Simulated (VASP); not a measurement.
# How SCF threshold and SCF solver change a VASP run on TiC

Aim: find what the SCF threshold and SCF solver change for TiC, and what they cost. The atoms are off their equilibrium sites, so that forces can be compared too. The series runs use PBE. The SCF threshold tried: EDIFF = 0.01; EDIFF = 0.001; EDIFF = 1E-04; EDIFF = 1E-05; EDIFF = 1E-06; EDIFF = 1E-08. The SCF solver tried: ALGO = Normal; ALGO = Fast; ALGO = VeryFast; ALGO = All; ALGO = Damped; AMIX = 0.1, BMIX = 0.01; AMIX = 0.8; IMIX = 1, AMIX = 0.2. The atoms of the start are displaced at random from the sites of a Fm-3m cell.

Method: PBE; plane waves and PAW (Ti_sv, C), in VASP 6.6.1.

This is a report of a sequence of runs, with most program output left out.

The database entry behind the starting cell differs from later determinations by our own check (0.1 to 0.3 % short, probably kX units), so it need not match the best structure at ambient conditions.

### Step 1. The starting structure

It takes space group P1 (No. 1, triclinic). Conventional cell: a = 3.054 Å, b = 3.054 Å, c = 3.054 Å, α = 60.00°, β = 60.00°, γ = 60.00°. Ti has 6 C at 2.08 to 2.24 Å nearest. Nearest to C lie 6 Ti at 2.08 to 2.24 Å. Farther neighbours are not listed.

As a file:

```xyz
2
Lattice="0.0000 2.1593 2.1593 2.1593 0.0000 2.1593 2.1593 2.1593 0.0000" Properties=species:S:1:pos:R:3 pbc="T T T"
Ti    0.0215    0.0031    0.0032
C     2.0987    2.1499    2.1279
```

### Step 2. SCF threshold: EDIFF = 0.01

EDIFF stops the electronic loop; forces need it tighter than energies do. PBE, the usual starting point, adds the gradient of the density.

File INCAR:

```
SYSTEM = TiC
PREC = Accurate
ENCUT = 520
EDIFF = 0.01
NELM = 100
ISMEAR = -1
SIGMA = 0.05
LREAL = .FALSE.
ALGO = Normal
GGA = PE
NBANDS = 14
LASPH = .TRUE.
LORBIT = 11
LWAVE = .FALSE.
LCHARG = .FALSE.
KPAR = 2
ISIF = 2
```

File POSCAR:

```
TiC
1.0
    0.0000000000      2.1593000000      2.1593000000
    2.1593000000      0.0000000000      2.1593000000
    2.1593000000      2.1593000000      0.0000000000
Ti C
1 1
Direct
   -0.0035250000      0.0049920000      0.0049780000
    0.5045960000      0.4808790000      0.4910510000
```

File KPOINTS:

```
Automatic mesh
0
Gamma
9 9 9
0 0 0
```

PAW data sets: Ti_sv and C (PBE family, release 64).

Started as:

```console
$ mpirun -np 2 vasp_std
```

Elapsed: 16 s, on 2 MPI ranks of Intel Xeon 6975P-C (Granite Rapids), shared host; peak memory 0.42 GiB; 28 s of CPU time.

The k-mesh is coarse for a metal.

This step gave:

| Quantity | Value |
| --- | --- |
| SCF cycles | 10 |
| electrons | 16 |
| bands | 14 |
| irreducible k-points | 365 |
| symmetry operations | 1 |
| free energy (TOTEN) | -18.67 eV |
| energy at zero smearing | -18.67 eV |
| Fermi energy | 9.499 eV |
| pressure | 8.688 GPa |
| metallic | yes |

The series starts at -9.3347 eV an atom and 8.69 GPa, after 10 cycles in 16 s.

### Step 3. SCF threshold: EDIFF = 0.001

INCAR: that of step 2 with these lines changed.

```diff
@@ -3,3 +3,3 @@
 ENCUT = 520
-EDIFF = 0.01
+EDIFF = 0.001
 NELM = 100
```

POSCAR is that of step 2.

KPOINTS is that of step 2.

Started as:

```console
$ mpirun -np 2 vasp_std
```

The job ended after 18 s (2 MPI ranks; peak memory 0.42 GiB).

Against the run before the energy moves by +0.99 meV an atom and the pressure by -5.46 GPa, after 12 cycles in 18 s.

### Step 4. SCF threshold: EDIFF = 1E-04

INCAR: that of step 3 with these lines changed.

```diff
@@ -3,3 +3,3 @@
 ENCUT = 520
-EDIFF = 0.001
+EDIFF = 1E-04
 NELM = 100
```

POSCAR is that of step 3.

KPOINTS is that of step 3.

Started as:

```console
$ mpirun -np 2 vasp_std
```

Elapsed: 20 s, on 2 MPI ranks; peak memory 0.42 GiB; 35 s of CPU time.

Against the run before the energy stays within 0.01 meV an atom; the pressure moves by +0.46 GPa, after 13 cycles in 20 s.

### Step 5. SCF threshold: EDIFF = 1E-05

INCAR: that of step 4 with these lines changed.

```diff
@@ -3,3 +3,3 @@
 ENCUT = 520
-EDIFF = 1E-04
+EDIFF = 1E-05
 NELM = 100
```

POSCAR is that of step 4.

KPOINTS is that of step 4.

Started as:

```console
$ mpirun -np 2 vasp_std
```

Wall time 20 s (2 MPI ranks); peak memory 0.42 GiB; 34 s of CPU time.

Against the run before the energy stays within 0.01 meV an atom; the pressure moves by -0.04 GPa, after 13 cycles in 20 s.

### Step 6. SCF threshold: EDIFF = 1E-06

INCAR: that of step 5 with these lines changed.

```diff
@@ -3,3 +3,3 @@
 ENCUT = 520
-EDIFF = 1E-05
+EDIFF = 1E-06
 NELM = 100
```

POSCAR is that of step 5.

KPOINTS is that of step 5.

Started as:

```console
$ mpirun -np 2 vasp_std
```

The job ended after 20 s (2 MPI ranks; peak memory 0.42 GiB; 34 s of CPU time).

Against the run before the energy stays within 0.01 meV an atom; the pressure moves by +0.08 GPa, after 14 cycles in 20 s.

### Step 7. SCF threshold: EDIFF = 1E-08

INCAR: that of step 6 with these lines changed.

```diff
@@ -3,3 +3,3 @@
 ENCUT = 520
-EDIFF = 1E-06
+EDIFF = 1E-08
 NELM = 100
```

POSCAR is that of step 6.

KPOINTS is that of step 6.

Started as:

```console
$ mpirun -np 2 vasp_std
```

Run time: 25 s. Hardware: 2 MPI ranks; peak memory 0.43 GiB.

Against the run before the energy stays within 0.01 meV an atom; the pressure moves by +0.01 GPa, after 18 cycles in 25 s.

### Step 8. The SCF threshold series as a table

This step: convergence of PBE results with the threshold; plane waves and PAW (VASP 6.6.1).

No new run; the numbers come from the runs before.

Differences are taken from the run with EDIFF = 1E-08. Results of the series, by row:

| setting | status | energy less the reference (meV/atom) | pressure (GPa) | largest force difference (meV/Å) | SCF cycles | wall time (s) |
| --- | --- | --- | --- | --- | --- | --- |
| EDIFF = 0.01 | converged | -0.9899 | 8.688 | 1.38 | 10 | 16.4 |
| EDIFF = 0.001 | converged | -0.001255 | 3.232 | 0.778 | 12 | 17.8 |
| EDIFF = 1E-04 | converged | -4.30e-4 | 3.693 | 0.195 | 13 | 19.8 |
| EDIFF = 1E-05 | converged | -6.90e-4 | 3.656 | 0.309 | 13 | 19.6 |
| EDIFF = 1E-06 | converged | -1.65e-4 | 3.738 | 0.031 | 14 | 19.6 |
| EDIFF = 1E-08 | converged | 0 | 3.744 | 0 | 18 | 25 |

### Step 9. SCF solver: ALGO = Normal

This step: PBE; plane waves and PAW (Ti_sv, C) (VASP 6.6.1).

All solvers should reach one answer; they differ in cycles and robustness.

INCAR: that of step 7 with these lines changed.

```diff
@@ -3,3 +3,3 @@
 ENCUT = 520
-EDIFF = 1E-08
+EDIFF = 1E-06
 NELM = 100
```

POSCAR is that of step 7.

KPOINTS is that of step 7.

Started as:

```console
$ mpirun -np 2 vasp_std
```

Elapsed: 20 s, on 2 MPI ranks; peak memory 0.42 GiB.

This step gave:

| Property | Result |
| --- | --- |
| SCF cycles | 14 |
| pressure | 3.738 GPa |

The series starts at -9.3337 eV an atom and 3.74 GPa, after 14 cycles in 20 s.

### Step 10. SCF solver: ALGO = Fast

INCAR: that of step 9 with these lines changed.

```diff
@@ -8,3 +8,3 @@
 LREAL = .FALSE.
-ALGO = Normal
+ALGO = Fast
 GGA = PE
```

POSCAR is that of step 9.

KPOINTS is that of step 9.

Started as:

```console
$ mpirun -np 2 vasp_std
```

Wall time 48 s (2 MPI ranks); peak memory 0.41 GiB.

Against the first of the series the energy stays within 0.01 meV an atom and the pressure within 0.01 GPa, after 25 cycles in 48 s.

### Step 11. SCF solver: ALGO = VeryFast

INCAR: that of step 10 with these lines changed.

```diff
@@ -8,3 +8,3 @@
 LREAL = .FALSE.
-ALGO = Fast
+ALGO = VeryFast
 GGA = PE
```

POSCAR is that of step 10.

KPOINTS is that of step 10.

Started as:

```console
$ mpirun -np 2 vasp_std
```

Wall time 74 s (2 MPI ranks); peak memory 0.42 GiB; 2.2 min of CPU time.

Against the first of the series the energy stays within 0.01 meV an atom; the pressure moves by -0.02 GPa, after 40 cycles in 74 s.

### Step 12. SCF solver: ALGO = All

INCAR: that of step 11 with these lines changed.

```diff
@@ -8,3 +8,3 @@
 LREAL = .FALSE.
-ALGO = VeryFast
+ALGO = All
 GGA = PE
```

POSCAR is that of step 11.

KPOINTS is that of step 11.

Started as:

```console
$ mpirun -np 2 vasp_std
```

Wall time 32 s (2 MPI ranks); peak memory 0.61 GiB; 56 s of CPU time.

Against the first of the series the energy stays within 0.01 meV an atom and the pressure within 0.01 GPa, after 25 cycles in 32 s.

### Step 13. SCF solver: ALGO = Damped

INCAR: that of step 12 with these lines changed.

```diff
@@ -8,3 +8,3 @@
 LREAL = .FALSE.
-ALGO = All
+ALGO = Damped
 GGA = PE
```

POSCAR is that of step 12.

KPOINTS is that of step 12.

Started as:

```console
$ mpirun -np 2 vasp_std
```

Elapsed: 31 s, on 2 MPI ranks; peak memory 0.6 GiB.

Against the first of the series the energy moves by +0.01 meV an atom and the pressure by -0.03 GPa, after 30 cycles in 31 s.

### Step 14. SCF solver: AMIX = 0.1, BMIX = 0.01

INCAR: that of step 13 with these lines changed.

```diff
@@ -8,3 +8,3 @@
 LREAL = .FALSE.
-ALGO = Damped
+ALGO = Normal
 GGA = PE
@@ -17 +17,3 @@
 ISIF = 2
+AMIX = 0.1
+BMIX = 0.01
```

POSCAR is that of step 13.

KPOINTS is that of step 13.

Started as:

```console
$ mpirun -np 2 vasp_std
```

The job ended after 27 s (2 MPI ranks; peak memory 0.42 GiB).

Against the first of the series the energy stays within 0.01 meV an atom; the pressure moves by -0.07 GPa, after 17 cycles in 27 s.

### Step 15. SCF solver: AMIX = 0.8

INCAR: that of step 14 with these lines changed.

```diff
@@ -17,3 +17,2 @@
 ISIF = 2
-AMIX = 0.1
-BMIX = 0.01
+AMIX = 0.8
```

POSCAR is that of step 14.

KPOINTS is that of step 14.

Started as:

```console
$ mpirun -np 2 vasp_std
```

Elapsed: 25 s, on 2 MPI ranks; peak memory 0.42 GiB.

Against the first of the series the energy stays within 0.01 meV an atom; the pressure moves by -0.01 GPa, after 16 cycles in 25 s.

### Step 16. SCF solver: IMIX = 1, AMIX = 0.2

INCAR: that of step 15 with these lines changed.

```diff
@@ -17,2 +17,3 @@
 ISIF = 2
-AMIX = 0.8
+IMIX = 1
+AMIX = 0.2
```

POSCAR is that of step 15.

KPOINTS is that of step 15.

Started as:

```console
$ mpirun -np 2 vasp_std
```

It took 59 s on 2 MPI ranks; peak memory 0.42 GiB.

Against the first of the series the energy stays within 0.01 meV an atom; the pressure moves by -0.13 GPa, after 35 cycles in 59 s.

### Step 17. The SCF solver series as a table

This step: convergence of PBE results with the solver; plane waves and PAW (VASP 6.6.1).

This step runs nothing: it gathers the runs above.

Differences are taken from the run with ALGO = Normal. Results of the series, by row:

```csv
setting,status,energy less the reference (meV/atom),pressure (GPa),largest force difference (meV/Å),SCF cycles,wall time (s)
ALGO = Normal,converged,0,3.738,0,14,19.6
ALGO = Fast,converged,7.90e-4,3.738,0.248,25,48
ALGO = VeryFast,converged,0.00227,3.716,0.333,40,74
ALGO = All,converged,9.05e-4,3.735,0.308,25,32
ALGO = Damped,converged,0.006915,3.707,0.138,30,31
"AMIX = 0.1, BMIX = 0.01",converged,-2.75e-4,3.664,0.203,17,27
AMIX = 0.8,converged,2.60e-4,3.732,0.013,16,25
"IMIX = 1, AMIX = 0.2",converged,0.001395,3.607,0.112,35,59
```

### Step 18. Results

* SCF threshold from which the energy stays within 10 meV/atom of the reference: EDIFF = 0.01
* SCF threshold from which the energy stays within 1 meV/atom of the reference: EDIFF = 0.01
* SCF threshold from which the pressure stays within 0.2 GPa of the reference: EDIFF = 1E-04
* spread of the pressure over the SCF threshold: 5.46 GPa
* spread of the energy over the SCF threshold: 0.990 meV/atom
* fewest SCF cycles: ALGO = Normal (14)
* most SCF cycles among converged runs: ALGO = VeryFast (40)
* spread of the pressure over the SCF solver: 0.132 GPa
* spread of the energy over the SCF solver: 0.00719 meV/atom

**Reading.** From EDIFF = 0.01 on, the energy stays within 1 meV an atom of the reference, at 66 % of its time. The pressure holds within 0.2 GPa from EDIFF = 1E-04 on. The loosest stop saves 8 of 18 cycles and costs -1.0 meV an atom, +4.94 GPa, 1.4 meV/Å in forces. All SCF solvers that converged agree within 0.05 meV an atom. No setting beats the 20 s of ALGO = Normal by a fifth or more; the slowest converged run is ALGO = VeryFast, at 74 s. On a shared host such times are rough. Yet the pressure of IMIX = 1, AMIX = 0.2 is -0.13 GPa off: EDIFF tests the energy, which is second order in the error of the density, while the stress is first order.

[Lines on the potential files, build, host, timing and source positions are cut from VASP's logs without a mark.]

[Logs are printed without paths, hosts, clocks, repeated set-up lines and the standing remarks that a program may print on its own settings, such as how far it seeks lower states.]

[Hosts, paths, dates, database ids (printed as entryN), source tags and the programs' standing remarks are cut or masked in the printed files.]

[A measured line is paired with the nearest computed mode of its activity, which favours agreement.]
